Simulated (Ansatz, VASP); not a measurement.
Li in VASP and in Ansatz

```
CELL_PARAMETERS angstrom
0.00000 1.98320 1.98320
1.98320 0.00000 1.98320
1.98320 1.98320 0.00000
ATOMIC_POSITIONS crystal
Li 0.00000 0.00000 0.00000
```

Alike in both runs: functional BLYP; dispersion D3(BJ); k mesh 13 × 13 × 13; no spin polarisation.

Ansatz relaxed the structure, and its values are those at the end. VASP's run is a single point on that final structure, the one shown.

```csv
,VASP,Ansatz
version,VASP 6.6.1,Ansatz 0.2.0
potentials or method,"VASP PAW PBE potentials, release 64 (Li_sv)","plane waves, PAW"
plane-wave cutoff (eV),520,420
occupations,"methfessel-paxton of order 1, width 0.1 eV",methfessel-paxton of order 1
valence electrons in the cell,3,3
```

Ansatz gave:

| Quantity | Value |
| --- | --- |
| dispersion energy (meV/atom) | -492.7 |

**Question.** What did VASP give for the same quantities?

**Answer.** Dispersion energy (meV/atom): -492.6.
